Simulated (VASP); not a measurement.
# How biaxial strain in the (110) plane changes InP (F-43m), part 2 of 2

Wanted: the response of InP to biaxial strain in the (110) plane, as a table, with a fit that predicts a row left out.

VASP 6.6.1, plane waves and PAW; the level of theory is named at each step.

So far: The starting structure; Relax the crystal, LDA; Strain along the normal, LDA; Band edges, TB-mBJ with spin-orbit coupling; Band edges, r2SCAN with spin-orbit coupling.

### Step 5. Band edges, r2SCAN with spin-orbit coupling (continued)

Level of this step: r2SCAN, spin-orbit coupling; plane waves and PAW (In_d, P); cell typed or built by script (VASP).

OUTCAR, selected parts (step 5):

```text
  Total        0.9882818      0.9882818      1.0447659     -0.1305444      0.0000000      0.0000000
  in kB       32.1918207     32.1918207     34.0317060     -4.2522904      0.0000000      0.0000000
  external PRESSURE =      32.8051158 kB  Pullay stress =       0.0000000 kB

 POSITION                                       TOTAL-FORCE (eV/Angst)
 -----------------------------------------------------------------------------------
      2.92483      2.92483      0.00433         0.000000      0.000000      0.004769
      1.46242      1.46242      1.44554        -0.000000     -0.000000     -0.004769
 -----------------------------------------------------------------------------------
    total drift:                                0.000000      0.000000     -0.001091

  FREE ENERGIE OF THE ION-ELECTRON SYSTEM (eV)
  ---------------------------------------------------
  free  energy   TOTEN  =      -419.1980831189 eV

  energy  without entropy=     -419.1980831189  energy(sigma->0) =     -419.19808312

[... 2 parts as in an earlier step ...]

[... 1 further part left out ...]
[key lines of the parts left out:]
E-fermi :   5.5125
```

Numbers from this step:

- energy(sigma→0) of the program: -419.1981 eV
- stress, compression positive: 2.79 along [110], 3.52 across it (mean), GPa

The run ends at a pressure of 3.28 GPa, with forces up to 0.0048 eV/Å.

### Step 6. All members

Runs beyond LDA use the data sets made with LDA; this shifts their levels slightly, and their total energies have another zero (at TB-mBJ, which has no energy functional, they mean nothing).

The other members went through these steps as far as the tables show, with the same cutoff and, step by step, the same mesh; 46 runs are not shown. The session took 9.6 core hours (wall time by ranks) on a shared machine.

```csv
in-plane strain (%),strain along the normal (%),"mean of the two in-plane stresses, tension positive (GPa)",energy above the unstrained row (meV/atom),"gap on the mesh, LDA (eV)"
-2.000,1.553,-2.776,8.576,0.611
-1.500,1.143,-2.071,4.829,0.616
-1.000,0.748,-1.358,2.154,0.616
-0.500,0.361,-0.678,0.548,0.612
0,-0.014,0.009,0.000,0.601
0.500,-0.355,0.695,0.516,0.530
1.000,-0.701,1.357,2.069,0.455
1.500,-1.026,2.013,4.656,0.379
2.000,-1.339,2.656,8.256,0.302
```

Slopes at zero strain, from cubics through all rows: strain ratio -0.723, stress over strain 136 GPa.

Band edges at TB-mBJ with spin-orbit coupling, counted from the valence-band top at Γ, spin-orbit pairs averaged, with one row partly withheld:

```csv
in-plane strain (%),gap (eV),conduction band at Γ (eV),Δ or X valley along z (eV),Δ or X valley along x (eV),"lowest conduction level at L, [111] (eV)","lowest conduction level at L, [-111] (eV)",second valence level below the top (eV),third valence level below the top (eV)
-2.000,1.742,1.742,2.110,2.334,2.458,2.119,0.069,0.272
-1.500,1.748,1.748,2.215,2.363,2.425,2.178,0.057,0.214
-1.000,1.747,1.747,2.306,2.390,2.392,2.232,0.045,0.160
-0.500,1.741,1.741,2.383,2.415,2.358,2.281,0.029,0.114
0,1.727,1.727,2.437,2.437,2.322,2.324,0.000,0.087
0.500,1.666,1.666,2.433,2.418,2.247,2.319,0.041,0.117
1.000,?,?,2.405,2.391,2.164,2.305,0.090,0.161
1.500,1.518,1.518,2.365,2.362,2.081,2.286,0.139,0.207
2.000,1.437,1.437,2.317,2.333,1.998,2.262,0.188,0.256
```

Conduction masses, in electron masses:

```csv
in-plane strain (%),"conduction mass at Γ, along the strain axis or the normal of the plane","conduction mass at Γ, across the strain axis or in the plane","L [111] mass, longitudinal","L [111] mass, transverse along [1-10]"
-2.000,0.120,0.152,2.279,0.175
-1.500,0.123,0.146,2.219,0.176
-1.000,0.124,0.139,2.188,0.176
-0.500,0.127,0.134,2.159,0.175
0,0.128,0.128,2.112,0.175
0.500,0.129,0.123,2.097,0.176
1.000,0.130,0.118,2.050,0.175
1.500,0.130,0.113,2.032,0.175
2.000,0.129,0.109,2.020,0.174
```

Band edges at r2SCAN with spin-orbit coupling, counted from the valence-band top at Γ, spin-orbit pairs averaged:

```csv
in-plane strain (%),gap (eV),conduction band at Γ (eV),Δ or X valley along z (eV),Δ or X valley along x (eV),"lowest conduction level at L, [111] (eV)","lowest conduction level at L, [-111] (eV)",second valence level below the top (eV),third valence level below the top (eV)
-2.000,1.258,1.259,1.609,1.853,2.029,1.667,0.074,0.282
-1.500,1.262,1.262,1.717,1.878,1.991,1.727,0.061,0.223
-1.000,1.258,1.259,1.812,1.903,1.954,1.782,0.048,0.168
-0.500,1.250,1.250,1.892,1.927,1.916,1.834,0.030,0.120
0,1.234,1.234,1.948,1.948,1.877,1.878,0.000,0.093
0.500,1.170,1.170,1.943,1.926,1.797,1.874,0.042,0.123
1.000,1.096,1.096,1.913,1.897,1.710,1.861,0.092,0.168
1.500,1.011,1.017,1.871,1.867,1.624,1.841,0.143,0.216
2.000,0.934,0.934,1.822,1.837,1.538,1.818,0.194,0.266
```

Conduction masses, in electron masses:

```csv
in-plane strain (%),"conduction mass at Γ, along the strain axis or the normal of the plane","conduction mass at Γ, across the strain axis or in the plane","L [111] mass, longitudinal","L [111] mass, transverse along [1-10]"
-2.000,0.087,0.106,2.185,0.148
-1.500,0.088,0.102,2.150,0.148
-1.000,0.088,0.096,2.174,0.148
-0.500,0.088,0.092,2.091,0.148
0,0.088,0.088,2.045,0.147
0.500,0.087,0.084,2.055,0.147
1.000,0.086,0.080,1.982,0.145
1.500,0.084,0.076,1.965,0.145
2.000,0.081,0.073,1.954,0.145
```

### Step 7. Fit and prediction

The quantity to fit is the conduction level at Γ above the mean of the three top valence levels at TB-mBJ with spin-orbit coupling: 1.856, 1.839, 1.816, 1.789, 1.756, 1.719, 1.633, 1.585 eV in the rows shown.

Fitting a parabola to the 8 known rows (e: strain in %) gives E = − 0.008904 e² − 0.06812 e + 1.756 in eV; the residuals are 7.5e-4 eV r.m.s.

For the withheld row, e = 1, the fit gives 1.6790 eV.

### Step 8. The withheld row

The calculation gives 1.6778 eV, so the prediction is 0.0012 eV too high, within twice the residual of the fit.

### Step 9. Summary of results

| Item | Value |
| --- | --- |
| ratio of normal to in-plane strain | -0.723 |
| biaxial modulus | 136 GPa |
| gap of the unstrained cell, TB-mBJ with spin-orbit coupling | 1.73 eV |
| gap of the unstrained cell, r2SCAN with spin-orbit coupling | 1.23 eV |
| slope at zero strain of the conduction level at Γ above the mean of the three top valence levels, TB-mBJ with spin-orbit coupling | -68 meV per % |
| error of the predicted row | 1.2 meV |

As a check, the curvature of the energy gives 137 GPa for the same modulus (energy per volume = M × strain²), 0 % from the slope of the stress. At TB-mBJ with spin-orbit coupling the lowest conduction valley is Γ throughout, and the gap runs between 1.44 and 1.75 eV. At r2SCAN with spin-orbit coupling the lowest conduction valley is Γ throughout, and the gap runs between 0.93 and 1.26 eV. Hole masses are left out throughout, since the top bands are degenerate or cross in many series; of conduction masses, those of the Γ, L and (for Si and Ge under (001) strain) Δ valleys are kept where they change by under an eighth between rows. TB-mBJ is a potential fitted for gaps; it has no energy functional, so its total energies and forces mean nothing, and its bands tend to come out too narrow. r2SCAN opens gaps somewhat over GGA but leaves them below measured values as a rule. Δ or X levels are the lowest on their line, refined by a parabola unless they lie at X; the gap is read from all points sampled and can differ from the lowest valley by some meV, or by tens of meV where strain moves the valence top off Γ. Temperature, zero-point motion and excitons are left out.

[Lines on the potential files, build, host, timing and source positions are cut from VASP's logs without a mark.]

[Logs are printed without paths, hosts, clocks, repeated set-up lines and the standing remarks that a program may print on its own settings, such as how far it seeks lower states.]

[Hosts, paths, dates, database ids (printed as entryN), source tags and the programs' standing remarks are cut or masked in the printed files.]

[In band tables of VASP the shares of atoms and orbitals are scaled to a sum of 1 inside the atoms' spheres.]
